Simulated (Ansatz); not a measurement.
# Si: how the settings move a single-point run

Question: which choices in the input matter for Si?

Program: Ansatz 0.2.0. Level of theory: reference: DFT, PBE, PAW with Ansatz's default frozen-core files, scalar-relativistic. These are calculated values, not measurements.

### 1 Starting point

It takes space group Imma (No. 74, orthorhombic). The conventional cell has a = 4.502 Å, b = 4.737 Å, c = 2.550 Å, α = 90.00°, β = 90.00°, γ = 90.00°. Around Si (site symmetry mm2) lie 8 Si at 2.39 to 2.74 Å.

As a file:

```
CELL_PARAMETERS angstrom
-2.25100 2.36850 1.27500
2.25100 -2.36850 1.27500
2.25100 2.36850 -1.27500
ATOMIC_POSITIONS crystal
Si 0.80700 0.55700 0.25000
Si 0.19300 0.44300 0.75000
```

### 2 The reference run

The input, input.yaml:

```yaml
crystal:
  lattice:
    - [-2.251, 2.3685, 1.275]
    - [2.251, -2.3685, 1.275]
    - [2.251, 2.3685, -1.275]
  atoms:
    - { symbol: Si, position: [0.807, 0.557, 0.25] }
    - { symbol: Si, position: [0.193, 0.443, 0.75] }
kpoints:
  mp_grid: { grid: [16, 16, 16] }
scf:
  occupations: { method: fermi_dirac, width: 0.05 }
hamiltonian:
  xc: pbe
  pseudopotentials: { kind: paw }
output:
  forces: true
  stress: true
  eigenvalues: true
  efg: { contact_densities: true }
  write_density: true
  write_potential: true
  elf: true
  volumetric_format: npy
basis:
  ecutwfc: 300
```

The run is started by

```sh
$ ansatz run input.yaml --threads 1 --pin off --max-ram 2048MiB --backend cpu --events-out ev --progress --plain --runs-dir out
```

### 3 Changed: mixing.algorithm broyden, mixing.beta 0.05, mixing.ndim 16

Changes to input.yaml since step 2:

```diff
@@ -12,2 +12,3 @@
   occupations: { method: fermi_dirac, width: 0.05 }
+  mixing: { algorithm: broyden, beta: 0.05, ndim: 16 }
 hamiltonian:
@@ -20,6 +21,2 @@
   efg: { contact_densities: true }
-  write_density: true
-  write_potential: true
-  elf: true
-  volumetric_format: npy
 basis:
```

What does the calculation give? Wanted: for each run, ending; energy change; pressure; gap; force.

As calculated:

| run | ending | energy change | pressure (GPa) | gap (eV) | force (eV/Å) | cycles | time |
| --- | --- | --- | --- | --- | --- | --- | --- |
| reference | converged | 0 | 15.9 | 0.00 | 0.01 | 6 | 9.8 s |
| 1: mixing.algorithm broyden, mixing.beta 0.05, mixing.ndim 16 | converged | 0.0 meV/atom | 15.9 | 0.00 | 0.01 | 7 | 7.3 s |

Times don't compare one to one where runs were asked for different outputs or read a saved state (see the inputs); cycles may leave out searches for a lower state.

Residual by cycle in the longest SCF loop of each run; runs are numbered as in the table. The quantity is the density residual dr2, in eV.

```
cycle  reference   run 1
    1     8.9e-4  8.8e-4
    2     3.1e-4  8.2e-4
    3     9.3e-7  6.6e-6
    4     2.2e-8  4.1e-6
    5    5.7e-10  1.8e-7
    6    1.5e-12  1.0e-7
    7          -  2.3e-9
```

**Reading.** Same state: the changed mixing leaves the energy within 0.5 meV/atom. The structure is not at rest: the sound run finds 16 GPa, so these are no properties of the relaxed crystal. 
